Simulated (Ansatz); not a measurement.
A run of Ansatz 0.2.0 is set up as follows.

input.yaml

```yaml
crystal:
  lattice:
    - [0.0, 2.702, 2.702]
    - [2.702, 0.0, 2.702]
    - [2.702, 2.702, 0.0]
  atoms:
    - { symbol: Zn, position: [0.75, 0.75, 0.75] }
    - { symbol: S, position: [0.0, 0.0, 0.0] }
hamiltonian:
  xc: pbe
  pseudopotentials: { kind: paw }
kpoints:
  mp_grid: { grid: [9, 9, 9] }
scf:
  occupations: { method: fixed }
output:
  eigenvalues: true
dielectric:
  method: response
```

Potentials or basis: Ansatz PAW.

Launch:

```bash
$ ansatz run input.yaml --threads 2 --pin off --max-ram 5120MiB --backend cpu --events-out ev --progress --plain --runs-dir out
```

What does it give for the electronic dielectric tensor (diagonal)?

5.93.

Estimate the Born charges (mean of the diagonal).

Zn +1.99; S -1.99 e.

What does it give for the band gap on the k mesh?

2.11 eV, direct.

Born effective charge tensors (e):
atom 1, Zn
```
1.99 0.00 0.00
0.00 1.99 0.00
0.00 0.00 1.99
```
atom 2, S
```
-1.99  0.00  0.00
 0.00 -1.99  0.00
 0.00  0.00 -1.99
```

Caveat: odd divisions of the mesh miss points on the zone boundary, where band edges often lie, so the gap on the mesh can be too wide.

**Experimental background.**

“Electronic, vibrational, and thermodynamic properties of ZnS (zincblende and rocksalt structure)”, 2009, arxiv:0911.5022 quotes, for a bulk crystal of ZnS at 19 K: band gap 3.85 eV (direct).

From a printed reference work, monograph, for a bulk crystal of ZnS: high-frequency dielectric constant 5.14.

A measured gap of ZnS is 3.85 eV (direct; 19 K; quoted in “Electronic, vibrational, and thermodynamic properties of ZnS (zincblende and rocksalt structure)”, 2009, arxiv:0911.5022); the calculated 2.11 eV misses it by -1.74 eV. The value is that of PBE, without temperature or zero-point motion. Semilocal functionals fall short of measured gaps as a rule. Against the measured high-frequency dielectric constant of ZnS, 5.14 (a printed reference work, monograph), the calculated 5.93 is off by +15.4 %.
